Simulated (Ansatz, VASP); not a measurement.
## Two plane-wave programs on Ru

```
Ru
1.0
     2.71943    0.00000    0.00000
    -1.35972    2.35510    0.00000
     0.00000    0.00000    4.23908
Ru
2
Direct
  0.33333 0.66667 0.25000
  0.66667 0.33333 0.75000
```

Change from the starting cell: z stretched by -1 % at fixed volume, PAW files.

Alike in both runs: task electric field gradients; functional PBE; k mesh 14 × 14 × 8; occupations fermi-dirac, width 0.03 eV; no spin polarisation.

|  | VASP | Ansatz |
| --- | --- | --- |
| version | VASP 6.6.1 | Ansatz 0.2.0 |
| potentials or method | VASP PAW PBE potentials, release 64 (Ru_pv) | PAW with Ansatz's default frozen-core files, scalar-relativistic |
| plane-wave cutoff (eV) | 520 | 420 |
| valence electrons in the cell | 28 | 32 |

```tsv
	VASP	Ansatz	Ansatz less VASP
pressure (GPa)	4.7	4.8	+0.09
largest component of the traceless stress (GPa)	3.75	3.73	-0.014
Vzz of the field gradient on the site that differs most (V/Å²)	-18.8	-14.0	+4.84
```

The two sets of potentials don't hold the same shells in valence. Ansatz warned: «gradients_without_spin_orbit».
